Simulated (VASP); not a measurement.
# BaTiO3 (Pm-3m) in VASP: a series of runs

The runs below take BaTiO3 through single point, with PBEsol.

Everything below comes from runs of VASP 6.6.1. Logs are shortened: lines on timing, memory, paths and dates and some standing lists are left out, and cuts for length are marked.

**1. Starting point**

Symmetry: Pm-3m, No. 221, cubic system. The conventional cell has a = 3.983 Å, b = 3.983 Å, c = 3.983 Å, α = 90.00°, β = 90.00°, γ = 90.00°. Ba (site symmetry m-3m) is surrounded by 12 O at 2.82 Å. Ti (site symmetry m-3m) has 6 O at 1.99 Å as nearest neighbours. O (site symmetry 4/mmm) has 2 Ti at 1.99 Å as nearest neighbours.

**2. Single point, PBEsol**

INCAR

```
PREC     = Accurate       # precision mode
ENCUT    = 700            # plane-wave cutoff, eV
EDIFF    = 1E-7           # SCF threshold, eV
ISMEAR   = 0              # smearing method
SIGMA    = 0.02           # smearing width, eV
LREAL    = F              # projectors in reciprocal space
LASPH    = T              # aspherical terms in the spheres
NELM     = 100            # most SCF steps
ALGO     = Fast           # electronic algorithm
ISIF     = 2              # what is computed and relaxed
LWAVE    = F              # write WAVECAR
LCHARG   = T              # write CHGCAR
GGA      = PS             # functional
LELF     = T              # ELF
LVHAR    = T            
NBANDS   = 28             # bands
```

KPOINTS

```
regular mesh
0
Gamma
  8 8 8
```

POSCAR

```
BaTiO3
1.0
    3.9832200000      0.0000000000      0.0000000000
    0.0000000000      3.9832200000      0.0000000000
    0.0000000000      0.0000000000      3.9832200000
Ba Ti O
1 1 3
Direct
    0.0000000000      0.0000000000      0.0000000000
    0.5000000000      0.5000000000      0.5000000000
    0.5000000000      0.5000000000      0.0000000000
    0.0000000000      0.5000000000      0.5000000000
    0.5000000000      0.0000000000      0.5000000000
```

Potentials or basis: VASP PAW PBE potentials, release 64 (Ba_sv, Ti_sv, O).

The run is started by

```console
$ cat potpaw_PBE.64/Ba_sv/POTCAR potpaw_PBE.64/Ti_sv/POTCAR potpaw_PBE.64/O/POTCAR > POTCAR
$ mpirun -np 1 vasp_std > vasp.out
```

OUTCAR:

```text
PREC = Accurate
   ENCUT = 700
   EDIFF = 1E-7
   ISMEAR = 0
   LREAL = F
   LASPH = T
   NELM = 100
   ISIF = 2
   GGA = PS

 ion  position               nearest neighbor table
   1  0.000  0.000  0.000-   3 2.82   4 2.82   5 2.82   4 2.82   5 2.82   3 2.82   4 2.82   4 2.82
                             3 2.82   5 2.82   5 2.82   3 2.82   2 3.45   2 3.45   2 3.45   2 3.45
   2  0.500  0.500  0.500-   3 1.99   4 1.99   5 1.99   3 1.99   5 1.99   4 1.99   1 3.45   1 3.45
                             1 3.45   1 3.45   1 3.45   1 3.45   1 3.45   1 3.45
   3  0.500  0.500  0.000-   2 1.99   2 1.99   1 2.82   1 2.82   1 2.82   1 2.82
   4  0.000  0.500  0.500-   2 1.99   2 1.99   1 2.82   1 2.82   1 2.82   1 2.82
   5  0.500  0.000  0.500-   2 1.99   2 1.99   1 2.82   1 2.82   1 2.82   1 2.82

  LATTYP: Found a simple cubic cell.
 ALAT       =     3.9832200000

  Lattice vectors:

 A1 = (   3.9832200000,   0.0000000000,   0.0000000000)
 A2 = (   0.0000000000,   3.9832200000,   0.0000000000)
 A3 = (   0.0000000000,   0.0000000000,   3.9832200000)

Analysis of symmetry for initial positions (statically):
=====================================================================
 Subroutine PRICEL returns:
 Original cell was already a primitive cell.

 Routine SETGRP: Setting up the symmetry group for a
 simple cubic supercell.

 Subroutine GETGRP returns: Found 48 space group operations
 (whereof 48 operations were pure point group operations)
 out of a pool of 48 trial point group operations.

The static configuration has the point symmetry O_h .

Analysis of symmetry for dynamics (positions and initial velocities):
=====================================================================
 Subroutine PRICEL returns:
 Original cell was already a primitive cell.

 Routine SETGRP: Setting up the symmetry group for a
 simple cubic supercell.

 Subroutine GETGRP returns: Found 48 space group operations
 (whereof 48 operations were pure point group operations)
 out of a pool of 48 trial point group operations.

The dynamic configuration has the point symmetry O_h .

 Subroutine INISYM returns: Found 48 space group operations
 (whereof 48 operations are pure point group operations),
 and found     1 'primitive' translations

----------------------------------------------------------------------------------------

                                     Primitive cell

  volume of cell :      63.1979

  direct lattice vectors                    reciprocal lattice vectors
     3.983220000  0.000000000  0.000000000     0.251053168  0.000000000  0.000000000
     0.000000000  3.983220000  0.000000000     0.000000000  0.251053168  0.000000000
     0.000000000  0.000000000  3.983220000     0.000000000  0.000000000  0.251053168

  length of vectors
     3.983220000  3.983220000  3.983220000     0.251053168  0.251053168  0.251053168

  position of ions in fractional coordinates (direct lattice)
     0.000000000  0.000000000  0.000000000
     0.500000000  0.500000000  0.500000000
     0.500000000  0.500000000  0.000000000
     0.000000000  0.500000000  0.500000000
     0.500000000  0.000000000  0.500000000

  ion indices of the primitive-cell ions
   primitive index   ion index
                 1           1
                 2           2
                 3           3
                 4           4
                 5           5

----------------------------------------------------------------------------------------

 KPOINTS: regular mesh

Automatic generation of k-mesh.
 Grid dimensions read from file:
 generate k-points for:    8    8    8

 Generating k-lattice:

  Cartesian coordinates                     Fractional coordinates (reciprocal lattice)
     0.031381646  0.000000000  0.000000000     0.125000000  0.000000000  0.000000000
     0.000000000  0.031381646  0.000000000     0.000000000  0.125000000  0.000000000
     0.000000000  0.000000000  0.031381646     0.000000000  0.000000000  0.125000000

  Length of vectors
     0.031381646  0.031381646  0.031381646

  Shift w.r.t. Gamma in fractional coordinates (k-lattice)
     0.000000000  0.000000000  0.000000000

 Subroutine IBZKPT returns following result:
 ===========================================

 Found     35 irreducible k-points:

 Following reciprocal coordinates:
            Coordinates               Weight
  0.000000  0.000000  0.000000      1.000000
  0.125000  0.000000  0.000000      6.000000
  0.250000  0.000000  0.000000      6.000000
  0.375000  0.000000  0.000000      6.000000
  0.500000  0.000000  0.000000      3.000000
  0.125000  0.125000  0.000000     12.000000
[... 16 lines left out ...]
  0.375000  0.375000  0.125000     24.000000
  0.500000  0.375000  0.125000     24.000000
 [... further k-points ...]
   k-points           NKPTS =     35   k-points in BZ     NKDIM =     35   number of bands    NBANDS=     28
   number of dos      NEDOS =    301   number of ions     NIONS =      5
   total plane-waves  NPLWV =  46656
   dimension x,y,z NGX =    36 NGY =   36 NGZ =   36
   dimension x,y,z NGXF=    72 NGYF=   72 NGZF=   72
   ions per type =               1   1   3
   NGX,Y,Z   is equivalent  to a cutoff of  15.03, 15.03, 15.03 a.u.
   NGXF,Y,Z  is equivalent  to a cutoff of  30.05, 30.05, 30.05 a.u.
 SYSTEM =  unknown system
   PREC   = accura    normal or accurate (medium, high low for compatibility)
   ISTART =      0    job   : 0-new  1-cont  2-samecut
   ICHARG =      2    charge: 1-file 2-atom 10-const
   ISPIN  =      1    spin polarized calculation?
   LNONCOLLINEAR =      F non collinear calculations
   LSORBIT =      F    spin-orbit coupling
   LASPH  =      T    aspherical Exc in radial PAW
   ENCUT  =  700.0 eV  51.45 Ry    7.17 a.u.   8.59  8.59  8.59*2*pi/ulx,y,z
   NELM   =    100;   NELMIN=  2; NELMDL= -5     # of ELM steps
   EDIFF  = 0.1E-06   stopping-criterion for ELM
   LREAL  =      F    real-space projection
   EDIFFG = 0.1E-05   stopping-criterion for IOM
   NSW    =      0    number of steps for IOM
   IBRION =     -1    ionic relax: 0-MD 1-quasi-New 2-CG
   NFREE  =      0    steps in history (QN), initial steepest desc. (CG)
   ISIF   =      2    stress and relaxation
   ISYM   =      2    0-nonsym 1-usesym 2-fastsym
   POTIM  = 0.5000    time-step for ionic-motion
   TEBEG  =    0.0;   TEEND  =   0.0 temperature during run
   PSTRESS=    0.0 pullay stress
   NELECT =      40.0000    total number of electrons
   NUPDOWN=      -1.0000    fix difference up-down
   EMIN   =  10.00;   EMAX   =-10.00  energy-range for DOS
   EFERMI =   0.00;   METHOD = LEGACY
   ISMEAR =     0;   SIGMA  =   0.02  broadening in eV -4-tet -1-fermi 0-gaus
   EFERMI_NEDOS =   21; number of points for ismear=-14 and -15
   IALGO  =     68    algorithm
   IMIX   =      4    mixing-type and parameters
     AMIX     =   0.40;   BMIX     =  1.00
     AMIX_MAG =   1.60;   BMIX_MAG =  1.00
  volume/ion in A,a.u.               =      12.64        85.30
  Fermi-wavevector in a.u.,A,eV,Ry     =   1.405596  2.656191 26.881035  1.975700
  Thomas-Fermi vector in A             =   2.528041
   LORBIT       =      0    0 simple, 1 ext, 2 COOP (PROOUT), +10 PAW based schemes
   GGA     = PS    functional components
   LHFCALC =     F    Hartree Fock is set to
   AEXX    =    0.0000 exact exchange contribution
   IVDW    =     0    specifies the selected vdW correction
   LEPSILON=     F    determine dielectric tensor
   LRPA    =     F    only Hartree local field effects (RPA)
 non-spin polarized calculation
 RMM-DIIS sequential band-by-band and
 Gauss-broadening in eV      SIGMA  =   0.02
  energy-cutoff  :      700.00
  volume of cell :       63.20
 maximum number of plane-waves:      2685
 NGX is ok and might be reduce to    36
   NGX = 17   NGY = 17   NGZ = 17

 number of electron      40.0000000 magnetization

 Free energy of the ion-electron system (eV)
  ---------------------------------------------------
  ext. energy  EPLUGINS =         0.00000000
  ---------------------------------------------------
  free energy    TOTEN  =       -41.99514199 eV

  energy without entropy =      -41.99514199  energy(sigma->0) =      -41.99514199

 E-fermi :   3.9155     XC(G=0): -11.5937

 val. band max:        3.8002430497   @ k =   0.5000   0.5000   0.5000
 cond. band min:       5.5283347427   @ k =   0.0000   0.0000   0.0000
 fundamental gap:      1.7280916930
 Fermi energy:         3.9154895509

 k-point     1 :       0.0000    0.0000    0.0000
  band No.  band energies     occupation
      1     -52.5082      2.00000
      2     -28.8405      2.00000
      3     -28.8405      2.00000
      4     -28.8405      2.00000
      5     -20.9245      2.00000
      6     -13.0463      2.00000
[... 20 lines left out ...]
     27       8.7325      0.00000
     28      11.1547      0.00000

 k-point     2 :       0.1250    0.0000    0.0000
  band No.  band energies     occupation
      1     -52.5081      2.00000
      2     -28.8490      2.00000
      3     -28.8401      2.00000
      4     -28.8401      2.00000
      5     -20.9055      2.00000
      6     -13.0574      2.00000
[... 20 lines left out ...]
     27       9.0514      0.00000
     28      11.5382      0.00000

 k-point     3 :       0.2500    0.0000    0.0000
  band No.  band energies     occupation
      1     -52.5077      2.00000
      2     -28.8695      2.00000
      3     -28.8393      2.00000
      4     -28.8393      2.00000
      5     -20.8588      2.00000
      6     -13.1354      2.00000
[... 20 lines left out ...]
     27      12.2805      0.00000
     28      12.7872      0.00000

 k-point     4 :       0.3750    0.0000    0.0000
  band No.  band energies     occupation
      1     -52.5073      2.00000
      2     -28.8898      2.00000
      3     -28.8385      2.00000
      4     -28.8385      2.00000
      5     -20.8112      2.00000
      6     -13.2563      2.00000
[... 578 lines left out ...]
     27      12.3650      0.00000
     28      13.1182      0.00000

 k-point    23 :       0.3750    0.3750    0.1250
  band No.  band energies     occupation
      1     -52.5062      2.00000
      2     -28.8865      2.00000
      3     -28.8860      2.00000
      4     -28.8449      2.00000
      5     -20.7222      2.00000
      6     -12.7858      2.00000
[... 20 lines left out ...]
     27      12.8530      0.00000
     28      12.9520      0.00000

 k-point    24 :       0.5000    0.3750    0.1250
  band No.  band energies     occupation
      1     -52.5060      2.00000
      2     -28.8944      2.00000
      3     -28.8857      2.00000
      4     -28.8445      2.00000
      5     -20.7089      2.00000
      6     -12.7278      2.00000
[... 20 lines left out ...]
     27      12.8965      0.00000
     28      13.0903      0.00000

 [... further k-points ...]

------------------------ aborting loop because EDIFF is reached ----------------------------------------

  FORCE on cell =-STRESS in cart. coord.  units (eV):
  Direction    XX          YY          ZZ          XY          YZ          ZX
  --------------------------------------------------------------------------------------
  -------------------------------------------------------------------------------------
  Total       -0.0163250     -0.0163250     -0.0163250      0.0000000     -0.0000000     -0.0000000
  in kB       -0.4138675     -0.4138675     -0.4138675      0.0000000     -0.0000000     -0.0000000
  external PRESSURE =      -0.4138675 kB  Pullay stress =       0.0000000 kB

 VOLUME and BASIS-vectors are now :
 -----------------------------------------------------------------------------
  energy-cutoff  :      700.00
  volume of cell :       63.20
      direct lattice vectors                 reciprocal lattice vectors
     3.983220000  0.000000000  0.000000000     0.251053168  0.000000000  0.000000000
     0.000000000  3.983220000  0.000000000     0.000000000  0.251053168  0.000000000
     0.000000000  0.000000000  3.983220000     0.000000000  0.000000000  0.251053168

 POSITION                                       TOTAL-FORCE (eV/Angst)
 -----------------------------------------------------------------------------------
      0.00000      0.00000      0.00000         0.000000      0.000000      0.000000
      1.99161      1.99161      1.99161         0.000000      0.000000      0.000000
      1.99161      1.99161      0.00000         0.000000      0.000000      0.000000
      0.00000      1.99161      1.99161         0.000000      0.000000      0.000000
      1.99161      0.00000      1.99161         0.000000      0.000000      0.000000
 -----------------------------------------------------------------------------------
    total drift:                                0.000000      0.000000      0.000000

  FREE ENERGIE OF THE ION-ELECTRON SYSTEM (eV)
  ---------------------------------------------------
  free  energy   TOTEN  =       -41.9951419924 eV

  energy  without entropy=      -41.9951419924  energy(sigma->0) =      -41.99514199
```

Run time: 4.4 min. Hardware: 1 thread of Intel Xeon Platinum 8488C (Sapphire Rapids), shared host; peak memory 0.28 GiB.

Results:

```yaml
Free_energy: -41.9951 eV
Pressure: 0.0 GPa
Band_gap_on_the_k_mesh: 1.73 eV, indirect (least direct gap 1.86 eV)
```

Caveat: the PAW data sets were made with another functional, which shifts forces and pressure a little; spin-orbit coupling is left out, which moves the levels of the heavy elements.

[end of part 1 of 2]
